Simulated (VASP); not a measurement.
# Al in VASP: further runs

One slab, Al, is run at these levels: PBE+D3(BJ); tasks: single point.

Everything below comes from runs of VASP 6.6.1. Logs are shortened: lines on timing, memory, paths and dates and some standing lists are left out, and cuts for length are marked.

## (1) The cell of the first run

The cell holds a slab with vacuum, 16 atoms: a = 5.632 Å, b = 5.632 Å, c = 21.974 Å, α = 90.00°, β = 90.00°, γ = 90.00°.

The slab is cut from a database's or a generator's crystal, which needn't be the stable form of the element.

## (2) Single point, PBE+D3(BJ) (clean slab, lower planes held)

INCAR

```
SYSTEM = Al
PREC = Accurate
ENCUT = 520
EDIFF = 1E-6
ISMEAR = 0
SIGMA = 0.1
LREAL = Auto
LASPH = .True.
NELM = 100
ALGO = Fast
ISIF = 2
LWAVE = .False.
LCHARG = .True.
LDIPOL = .True.
IDIPOL = 3
DIPOL = 0.5 0.5 0.499
GGA = PE
IVDW = 12
LELF = .True.
LVHAR = .True.
LVACPOTAV = .True.
NBANDS = 38
```

KPOINTS

```
regular mesh
0
Gamma
  4 4 1
  0 0 0
```

POSCAR

```
Al
1.0
    5.6324246428      0.0000000000      0.0000000000
    0.0000000000      5.6324246428      0.0000000000
    0.0000000000      0.0000000000     21.9740884892
Al
16
Direct
    0.2500000000      0.2500000000      0.3640651581
    0.2500000000      0.7500000000      0.3640651581
    0.7500000000      0.2500000000      0.3640651581
    0.7500000000      0.7500000000      0.3640651581
    0.5000000000      0.5000000000      0.4546883860
    0.5000000000      0.0000000000      0.4546883860
    0.0000000000      0.5000000000      0.4546883860
    0.0000000000      0.0000000000      0.4546883860
    0.7500000000      0.7500000000      0.5423061157
    0.7500000000      0.2500000000      0.5423061157
    0.2500000000      0.7500000000      0.5423061157
    0.2500000000      0.2500000000      0.5423061157
    0.0000000000      0.0000000000      0.6360072443
    0.0000000000      0.5000000000      0.6360072443
    0.5000000000      0.0000000000      0.6360072443
    0.5000000000      0.5000000000      0.6360072443
```

Potentials or basis: VASP PAW PBE potentials, release 64 (Al).

Started as:

```
> cat potpaw_PBE.64/Al/POTCAR > POTCAR
> mpirun -np 1 vasp_std > vasp.out
```

OUTCAR:

```text
SYSTEM = Al
   PREC = Accurate
   ENCUT = 520
   EDIFF = 1E-6
   ISMEAR = 0
   LREAL = Auto
   LASPH = .True.
   NELM = 100
   ISIF = 2
   GGA = PE
   IVDW = 12
 IVDW          = 12

 ion  position               nearest neighbor table
   1  0.250  0.250  0.364-   5 2.82   6 2.82   7 2.82   8 2.82   2 2.82   3 2.82   2 2.82   3 2.82

   2  0.250  0.750  0.364-   5 2.82   6 2.82   7 2.82   8 2.82   1 2.82   4 2.82   1 2.82   4 2.82

   3  0.750  0.250  0.364-   5 2.82   6 2.82   7 2.82   8 2.82   1 2.82   4 2.82   4 2.82   1 2.82
[... 23 lines left out ...]
  15  0.500  0.000  0.636-  13 2.82  16 2.82  16 2.82  13 2.82   9 2.86  10 2.86  11 2.86  12 2.86

  16  0.500  0.500  0.636-  14 2.82  15 2.82  15 2.82  14 2.82   9 2.86  10 2.86  11 2.86  12 2.86

  LATTYP: Found a simple tetragonal cell.
 ALAT       =     5.6324246428
 C/A-ratio  =     3.9013550793

  Lattice vectors:

 A1 = (   5.6324246428,   0.0000000000,   0.0000000000)
 A2 = (   0.0000000000,   5.6324246428,   0.0000000000)
 A3 = (   0.0000000000,   0.0000000000,  21.9740884892)

Analysis of symmetry for initial positions (statically):
=====================================================================
 Subroutine PRICEL returns following result:

  LATTYP: Found a simple tetragonal cell.
 ALAT       =     2.8162123214
 C/A-ratio  =     7.8027101587

  Lattice vectors:

 A1 = (   2.8162123214,   0.0000000000,   0.0000000000)
 A2 = (   0.0000000000,   2.8162123214,   0.0000000000)
 A3 = (   0.0000000000,   0.0000000000,  21.9740884892)

   4 primitive cells build up your supercell.

 Routine SETGRP: Setting up the symmetry group for a
 simple tetragonal supercell.

 Subroutine GETGRP returns: Found  8 space group operations
 (whereof  8 operations were pure point group operations)
 out of a pool of 16 trial point group operations.

The static configuration has the point symmetry C_4v.

Analysis of symmetry for dynamics (positions and initial velocities):
=====================================================================
 Subroutine PRICEL returns following result:

  LATTYP: Found a simple tetragonal cell.
 ALAT       =     2.8162123214
 C/A-ratio  =     7.8027101587

  Lattice vectors:

 A1 = (   2.8162123214,   0.0000000000,   0.0000000000)
 A2 = (   0.0000000000,   2.8162123214,   0.0000000000)
 A3 = (   0.0000000000,   0.0000000000,  21.9740884892)

   4 primitive cells build up your supercell.

 Routine SETGRP: Setting up the symmetry group for a
 simple tetragonal supercell.

 Subroutine GETGRP returns: Found  8 space group operations
 (whereof  8 operations were pure point group operations)
 out of a pool of 16 trial point group operations.

The dynamic configuration has the point symmetry C_4v.

 Subroutine INISYM returns: Found  8 space group operations
 (whereof  8 operations are pure point group operations),
 and found     4 'primitive' translations

----------------------------------------------------------------------------------------

                                     Primitive cell

  volume of cell :     174.2776

  direct lattice vectors                    reciprocal lattice vectors
     2.816212321  0.000000000  0.000000000     0.355086863  0.000000000  0.000000000
     0.000000000  2.816212321  0.000000000     0.000000000  0.355086863  0.000000000
     0.000000000  0.000000000 21.974088489     0.000000000  0.000000000  0.045508145

  length of vectors
     2.816212321  2.816212321 21.974088489     0.355086863  0.355086863  0.045508145

  position of ions in fractional coordinates (direct lattice)
     0.500000000  0.500000000  0.364065158
     0.000000000  0.000000000  0.454688386
     0.500000000  0.500000000  0.542306116
     0.000000000  0.000000000  0.636007244

  ion indices of the primitive-cell ions
   primitive index   ion index
                 1           1
                 2           5
                 3          12
                 4          13

----------------------------------------------------------------------------------------

 KPOINTS: regular mesh

Automatic generation of k-mesh.
 Grid dimensions read from file:
 generate k-points for:    4    4    1

 Generating k-lattice:

  Cartesian coordinates                     Fractional coordinates (reciprocal lattice)
     0.044385858  0.000000000  0.000000000     0.250000000  0.000000000  0.000000000
     0.000000000  0.044385858  0.000000000     0.000000000  0.250000000  0.000000000
     0.000000000  0.000000000  0.045508145     0.000000000  0.000000000  1.000000000

  Length of vectors
     0.044385858  0.044385858  0.045508145

  Shift w.r.t. Gamma in fractional coordinates (k-lattice)
     0.000000000  0.000000000  0.000000000

 Subroutine IBZKPT returns following result:
 ===========================================

 Found      6 irreducible k-points:

 Following reciprocal coordinates:
            Coordinates               Weight
  0.000000  0.000000  0.000000      1.000000
  0.250000  0.000000  0.000000      4.000000
  0.500000  0.000000  0.000000      2.000000
  0.250000  0.250000  0.000000      4.000000
  0.500000  0.250000  0.000000      4.000000
  0.500000  0.500000  0.000000      1.000000
   k-points           NKPTS =      6   k-points in BZ     NKDIM =      6   number of bands    NBANDS=     38
   number of dos      NEDOS =    301   number of ions     NIONS =     16
   total plane-waves  NPLWV = 296352
   dimension x,y,z NGX =    42 NGY =   42 NGZ =  168
   dimension x,y,z NGXF=    84 NGYF=   84 NGZF=  336
   ions per type =              16
   NGX,Y,Z   is equivalent  to a cutoff of  12.40, 12.40, 12.71 a.u.
   NGXF,Y,Z  is equivalent  to a cutoff of  24.79, 24.79, 25.42 a.u.
 SYSTEM =  Al
   PREC   = accura    normal or accurate (medium, high low for compatibility)
   ISTART =      0    job   : 0-new  1-cont  2-samecut
   ICHARG =      2    charge: 1-file 2-atom 10-const
   ISPIN  =      1    spin polarized calculation?
   LNONCOLLINEAR =      F non collinear calculations
   LSORBIT =      F    spin-orbit coupling
   LASPH  =      T    aspherical Exc in radial PAW
   ENCUT  =  520.0 eV  38.22 Ry    6.18 a.u.  10.47 10.47 40.86*2*pi/ulx,y,z
   NELM   =    100;   NELMIN=  2; NELMDL= -5     # of ELM steps
   EDIFF  = 0.1E-05   stopping-criterion for ELM
   LREAL  =      T    real-space projection
   EDIFFG = 0.1E-04   stopping-criterion for IOM
   NSW    =      0    number of steps for IOM
   IBRION =     -1    ionic relax: 0-MD 1-quasi-New 2-CG
   NFREE  =      0    steps in history (QN), initial steepest desc. (CG)
   ISIF   =      2    stress and relaxation
   ISYM   =      2    0-nonsym 1-usesym 2-fastsym
   POTIM  = 0.5000    time-step for ionic-motion
   TEBEG  =    0.0;   TEEND  =   0.0 temperature during run
   PSTRESS=    0.0 pullay stress
   NELECT =      48.0000    total number of electrons
   NUPDOWN=      -1.0000    fix difference up-down
   EMIN   =  10.00;   EMAX   =-10.00  energy-range for DOS
   EFERMI =   0.00;   METHOD = LEGACY
   ISMEAR =     0;   SIGMA  =   0.10  broadening in eV -4-tet -1-fermi 0-gaus
   EFERMI_NEDOS =   21; number of points for ismear=-14 and -15
   IALGO  =     68    algorithm
   IMIX   =      4    mixing-type and parameters
     AMIX     =   0.40;   BMIX     =  1.00
     AMIX_MAG =   1.60;   BMIX_MAG =  1.00
  volume/ion in A,a.u.               =      43.57       294.02
  Fermi-wavevector in a.u.,A,eV,Ry     =   0.670998  1.268003  6.125868  0.450239
  Thomas-Fermi vector in A             =   1.746685
   LORBIT       =      0    0 simple, 1 ext, 2 COOP (PROOUT), +10 PAW based schemes
   GGA     = PE    functional components
   LHFCALC =     F    Hartree Fock is set to
   AEXX    =    0.0000 exact exchange contribution
   IVDW    =    12    specifies the selected vdW correction
   LEPSILON=     F    determine dielectric tensor
   LRPA    =     F    only Hartree local field effects (RPA)
 non-spin polarized calculation
 RMM-DIIS sequential band-by-band and
 Gauss-broadening in eV      SIGMA  =   0.10
  energy-cutoff  :      520.00
  volume of cell :      697.11
 maximum number of plane-waves:     18861
 NGX is ok and might be reduce to    42
   NGX = 21   NGY = 21   NGZ = 81

 dipolmoment           0.000000      0.000000      0.001525 electrons x Angstroem

 number of electron      48.0000000 magnetization

 dipolmoment           0.000000      0.000000     -0.003589 electrons x Angstroem

 Free energy of the ion-electron system (eV)
  ---------------------------------------------------
  ext. energy  EPLUGINS =         0.00000000
  ---------------------------------------------------
  free energy    TOTEN  =       -56.04038160 eV

  energy without entropy =      -56.00034774  energy(sigma->0) =      -56.02036467

 E-fermi :   0.4787     XC(G=0):  -4.6663

 val. band max:        0.4062910036   @ k =   0.2500   0.2500   0.0000
 cond. band min:       0.5007818634   @ k =   0.0000   0.0000   0.0000
 fundamental gap:      0.0944908598
 Fermi energy:         0.4787322664

 k-point     1 :       0.0000    0.0000    0.0000
  band No.  band energies     occupation
      1     -10.4770      2.00000
      2      -8.9849      2.00000
      3      -6.8501      2.00000
      4      -5.9190      2.00000
      5      -5.9190      2.00000
      6      -5.8957      2.00000
[... 223 lines left out ...]
     35       3.0837      0.00000
     36       3.0837      0.00000
 [bands above 36 left out]

------------------------ aborting loop because EDIFF is reached ----------------------------------------

 Edisp (eV)   -4.02042

 E8    (eV) :    -1.8725

  FORCE on cell =-STRESS in cart. coord.  units (eV):
  Direction    XX          YY          ZZ          XY          YZ          ZX
  --------------------------------------------------------------------------------------
  -------------------------------------------------------------------------------------
  Total      -3.57934    -3.57934     0.87394     0.00000     0.00000    -0.00000
  in kB      -8.22644    -8.22644     2.00858     0.00000     0.00000    -0.00000
  external pressure =       -4.81 kB  Pullay stress =        0.00 kB

 VOLUME and BASIS-vectors are now :
 -----------------------------------------------------------------------------
  energy-cutoff  :      520.00
  volume of cell :      697.11
      direct lattice vectors                 reciprocal lattice vectors
     5.632424643  0.000000000  0.000000000     0.177543432  0.000000000  0.000000000
     0.000000000  5.632424643  0.000000000     0.000000000  0.177543432  0.000000000
     0.000000000  0.000000000 21.974088489     0.000000000  0.000000000  0.045508145

 POSITION                                       TOTAL-FORCE (eV/Angst)
 -----------------------------------------------------------------------------------
      1.40811      1.40811      8.00000        -0.000000      0.000000     -0.134048
      1.40811      4.22432      8.00000        -0.000000     -0.000000     -0.134048
      4.22432      1.40811      8.00000         0.000000     -0.000000     -0.134048
      4.22432      4.22432      8.00000         0.000000      0.000000     -0.134048
      2.81621      2.81621      9.99136         0.000000     -0.000000      0.145896
      2.81621      0.00000      9.99136         0.000000     -0.000000      0.145896
[... 8 lines left out ...]
      2.81621      0.00000     13.97568        -0.000000      0.000000     -0.010109
      2.81621      2.81621     13.97568        -0.000000      0.000000     -0.010109
 -----------------------------------------------------------------------------------
    total drift:                               -0.000000     -0.000000      0.005197

  FREE ENERGIE OF THE ION-ELECTRON SYSTEM (eV)
  ---------------------------------------------------
  free  energy   TOTEN  =       -60.0608009850 eV

  energy  without entropy=      -60.0207671265  energy(sigma->0) =      -60.04078406

 vacuum level on the upper side and lower side of the slab         4.630         4.650
```

Run time: 3 min. Hardware: 1 thread of Intel Xeon Platinum 8559C (Emerald Rapids), shared host; peak memory 0.6 GiB.

What came out:

| Quantity | Value |
| --- | --- |
| Free energy | -60.0608 eV |
| Largest force | 0.146 eV/Å |
| Band gap on the k mesh | none (metal or under the smearing width) |
| Dispersion energy per atom | -0.251 eV |
| Work function of the upper face | 4.15 eV |
| Work function of the lower face | 4.17 eV |

Forces on the atoms (eV/Å):
```
Al   0.000  0.000 -0.134
Al   0.000  0.000 -0.134
Al   0.000  0.000 -0.134
Al   0.000  0.000 -0.134
Al   0.000  0.000  0.146
Al   0.000  0.000  0.146
Al   0.000  0.000  0.146
Al   0.000  0.000  0.146
Al   0.000  0.000 -0.002
Al   0.000  0.000 -0.002
Al   0.000  0.000 -0.002
Al   0.000  0.000 -0.002
Al   0.000  0.000 -0.010
Al   0.000  0.000 -0.010
Al   0.000  0.000 -0.010
Al   0.000  0.000 -0.010
```

[end of part 1 of 2]
